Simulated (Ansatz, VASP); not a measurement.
One calculation of Sr, two programs

```
Sr
1.0
     4.23642   -0.00238    0.00028
    -2.12027    3.66896    0.00017
     0.00047    0.00059    7.15421
Sr
2
Direct
  0.28636 0.61286 0.27291
  0.61855 0.28052 0.77347
```

Alike in both runs: functional PBE; k mesh 6 × 6 × 3; occupations fermi-dirac, width 0.05 eV; no spin polarisation.

Ansatz relaxed the structure, and its values are those at the end. VASP's run is a single point on that final structure, the one shown.

```csv
,VASP,Ansatz
version,VASP 6.6.1,Ansatz 0.2.0
potentials or method,"VASP PAW PBE potentials, release 64 (Sr_sv), cutoff 520 eV","all-electron LAPW, scalar-relativistic"
```

```csv
,VASP,Ansatz,Ansatz less VASP
pressure (GPa),0.0,0.0,0.00
```

Ansatz ran all-electron here, so the differences hold the error of VASP's frozen core and of both bases.
